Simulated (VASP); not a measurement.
# SnSe$_{2}$ (distorted 1T (CdI2) bulk), PBEsol single-point calculation: Ansatz's output and VASP's

```yaml
crystal:
  lattice:
    - [3.81570, -0.04770, -0.03900]
    - [-1.94910, 3.41940, -0.01440]
    - [-0.06360, -0.06380, 6.12200]
  atoms:
    - { symbol: Sn, position: [0.02590, 0.05030, 0.97200] }
    - { symbol: Se, position: [0.34320, 0.61870, 0.25140] }
    - { symbol: Se, position: [0.64360, 0.30010, 0.74370] }
```

Ansatz printed

```
SCF 1 converged in 6 iterations: F = -16798.755169 eV  dr2 = 3.59e-8
  greatest PAW one-centre occupation: 1.000 electrons in one spin orbital (limit 2), on the Se atom at site 2 (counted from 0), in its partial waves of l = 2
SCF converged after 6 iterations
Free energy (F): -16798.755169 eV
Harris-Foulkes:  -16798.755169 eV  (|F-HF|=5.22e-9)
Internal energy: -16798.753992 eV  (E = F + TS)
E sigma→0 (E₀):  -16798.754581 eV
Entropy (-TS):   -0.001177 eV (-0.392 meV/atom)
Fermi energy:    8.118093 eV
--- Per-component energies (eV) ---
  E_band       = -881.443138
  E_kinetic    = 425.892584
  E_local      = -6136.090704  (includes V_loc(G=0)·N_el)
  E_nonlocal   = -1214.564353
  E_hartree    = 3130.546887
  E_xc         = -584.932460
  E_vxc        = -292.161584  (∫ρ·V_xc dr)
  E_paw        = -7804.982675  (= ΣΔE_a)
  E_vpaw       = 74.386099  (= ΣTr[D̂ρ^β])
  E_aug_tail   = -0.001190  (compensation charges beyond the density's cutoff)
  E_ewald      = -4616.923821
  E_core_change = 2.301741  (= ΣΔE_core)
  E_smearing   = -0.001177  (= −TS)
  E_closure    = -0.000000  (closes the sum)
  Σ components = -16798.755169   (vs F -16798.755169, Δ=0.00e0)
--- Forces (eV/Å), atoms counted from 1 ---
  atom   1  Sn    -0.19604879    -1.57482339     2.07004808
  atom   2  Se     0.00126634     0.85550392    -0.30078579
  atom   3  Se     0.19477713     0.71932646    -1.76924298
  max |Σ_I F_I| component: 1.93e-5 eV/Å
--- Stress (GPa, compression-positive) ---
        3.683652       0.151996      -0.199589
        0.151996      -0.098281       0.767495
       -0.199588       0.767498       3.709704
  P = ⅓ Tr σ = 2.4317 GPa (24.317 kbar)
--- Band table (eV; the first three rows and the last of 76) ---
  k-point 0: bands = ["-39.6247", "-39.6223", "-39.5612", "-39.5376", "-39.5234", "-38.9165", "-38.9055", "-38.8758", "-38.8293", "-38.8264", "-13.6659", "-13.6589", "-13.6043", "-13.5987", "-13.5847", "-6.4380", "-4.3375", "1.5118", "6.0397", "6.8116", "7.0524", "7.7021", "8.1005", "8.2637", "10.4421", "12.0209", "12.4093"]
  k-point 1: bands = ["-39.6247", "-39.6223", "-39.5612", "-39.5376", "-39.5234", "-38.9165", "-38.9055", "-38.8758", "-38.8293", "-38.8264", "-13.6659", "-13.6589", "-13.6043", "-13.5987", "-13.5847", "-6.3741", "-4.4935", "1.9175", "6.0470", "6.3601", "6.8146", "7.2216", "8.1052", "9.0842", "10.4755", "11.9476", "12.3014"]
  k-point 2: bands = ["-39.6247", "-39.6223", "-39.5612", "-39.5376", "-39.5234", "-38.9165", "-38.9055", "-38.8758", "-38.8293", "-38.8264", "-13.6659", "-13.6590", "-13.6043", "-13.5986", "-13.5847", "-6.3012", "-4.6524", "2.4262", "5.5323", "6.0650", "6.7757", "7.2579", "8.1102", "9.4468", "10.4997", "11.8876", "12.1998"]
  k-point 75: bands = ["-39.6246", "-39.6218", "-39.5613", "-39.5375", "-39.5232", "-38.9164", "-38.9055", "-38.8755", "-38.8290", "-38.8265", "-13.7236", "-13.6345", "-13.6070", "-13.5763", "-13.5725", "-4.8626", "-4.0723", "0.1123", "3.0267", "5.1753", "5.7105", "6.8691", "7.1019", "8.1664", "11.4776", "12.5437", "13.0049"]
```

Each program uses its own PAW datasets. VASP's cell holds 26 valence electrons and Ansatz's 46. Ansatz's stress includes a Pulay correction; VASP's doesn't.

Problem. What does VASP give for the same cell and level of theory?

Solution. gap between bands v and c on the k mesh -0.01 eV (bands overlap: a metal); least direct gap on the k mesh 0.16 eV; pressure 2.5 GPa; largest force 2.62 eV/Å.

From OUTCAR

```
k-points           NKPTS =     76   k-points in BZ     NKDIM =     76   number of bands    NBANDS=     20

   NELECT =      26.0000    total number of electrons

   dimension x,y,z NGX =    28 NGY =   30 NGZ =   48
   dimension x,y,z NGXF=    56 NGYF=   60 NGZF=   96

  energy-cutoff  :      520.00
  volume of cell :       79.29
      direct lattice vectors                 reciprocal lattice vectors
     3.815700000 -0.047700000 -0.039000000     0.264000594  0.150501736  0.004311083
    -1.949100000  3.419400000 -0.014400000     0.003714302  0.294579256  0.003108524
    -0.063600000 -0.063800000  6.122000000     0.001690544  0.001651668  0.163380087

 k-points in reciprocal lattice and weights: KPOINTS created by Atomic Simulation Env
   0.00000000  0.00000000  0.00000000       0.007
   0.16666667  0.00000000  0.00000000       0.014
   0.33333333  0.00000000  0.00000000       0.014
   0.50000000  0.00000000  0.00000000       0.007
   0.00000000  0.16666667  0.00000000       0.014
   0.16666667  0.16666667 -0.00000000       0.014
   0.33333333  0.16666667  0.00000000       0.014
   0.50000000  0.16666667  0.00000000       0.014
   ...

 E-fermi :   4.2847

 k-point     1 :       0.0000    0.0000    0.0000
  band No.  band energies     occupation
      1     -17.4773      2.00000
      2     -17.4683      2.00000
      3     -17.4162      2.00000
      4     -17.4109      2.00000
      5     -17.3937      2.00000
      6     -10.2729      2.00000
      7      -8.1638      2.00000
      8      -2.3149      2.00000
      9       2.2033      2.00000
     10       2.9760      2.00000
     11       3.2230      2.00000
     12       3.8737      2.00000
     13       4.2682      1.38996
     14       4.4250      0.00179
     15       6.6028      0.00000
     16       8.1818      0.00000
     17       8.5706      0.00000
     18      11.6882      0.00000
     19      12.4434      0.00000
     20      12.7853      0.00000

 k-point     2 :       0.1667    0.0000    0.0000
  band No.  band energies     occupation
      1     -17.4904      2.00000
      2     -17.4602      2.00000
      3     -17.4150      2.00000
      4     -17.4085      2.00000
      5     -17.3925      2.00000
      6      -9.9959      2.00000
      7      -8.0079      2.00000
      8      -2.3279      2.00000
      9       0.7340      2.00000
     10       2.0624      2.00000
     11       2.4780      2.00000
     12       3.7080      2.00000
     13       3.9549      2.00000
     14       5.6547      0.00000
     15       7.3101      0.00000
     16       8.3519      0.00000
     17       8.7908      0.00000
     18      10.9046      0.00000
     19      12.0077      0.00000
     20      12.5079      0.00000

 k-point     3 :       0.3333    0.0000    0.0000
  band No.  band energies     occupation
      1     -17.5188      2.00000
      2     -17.4520      2.00000
      3     -17.4180      2.00000
      4     -17.3977      2.00000
      5     -17.3802      2.00000
      6      -9.2701      2.00000
      7      -7.7289      2.00000
      8      -3.0030      2.00000
      9      -0.2606      2.00000
     10       1.0383      2.00000
     11       1.3729      2.00000
     12       3.2740      2.00000
     13       3.6656      2.00000
     14       4.8833      0.00000
     15       7.4846      0.00000
     16       8.7531      0.00000
     17       9.8161      0.00000
     18      10.3886      0.00000
     19      12.2837      0.00000
     20      13.6306      0.00000

 k-point     4 :       0.5000    0.0000    0.0000
  band No.  band energies     occupation
      1     -17.5334      2.00000
      2     -17.4515      2.00000
      3     -17.4215      2.00000
      4     -17.3878      2.00000
      5     -17.3724      2.00000
      6      -8.7017      2.00000
      7      -7.7002      2.00000
      8      -3.6688      2.00000
      9      -0.3704      2.00000
     10       0.8410      2.00000
     11       1.0013      2.00000
     12       2.7306      2.00000
     13       3.4867      2.00000
     14       4.4912      0.00007
     15       7.2885      0.00000
     16       8.5346      0.00000
     17       9.5972      0.00000
     18      11.0199      0.00000
     19      13.3974      0.00000
     20      14.8927      0.00000

 ...

  Total        1.8686034      0.0034756      1.8938776      0.0728314      0.3823449     -0.1019857
  in kB       37.7579533      0.0702297     38.2686569      1.4716680      7.7258555     -2.0607745
  external PRESSURE =      25.3656133 kB  Pullay stress =       0.0000000 kB

 POSITION                                       TOTAL-FORCE (eV/Angst)
 -----------------------------------------------------------------------------------
     -0.06103      0.10875      5.94885        -0.195718     -1.584396      2.079220
      0.08765      2.08317      1.51678         0.000231      0.860607     -0.283439
      1.82356      0.94801      4.52351         0.195488      0.723789     -1.795780
 -----------------------------------------------------------------------------------
    total drift:                                0.000184     -0.000085     -0.000132

  FREE ENERGIE OF THE ION-ELECTRON SYSTEM (eV)
  ---------------------------------------------------
  free  energy   TOTEN  =       -12.5154311226 eV

  energy  without entropy=      -12.5142532287  energy(sigma->0) =      -12.51484218
```
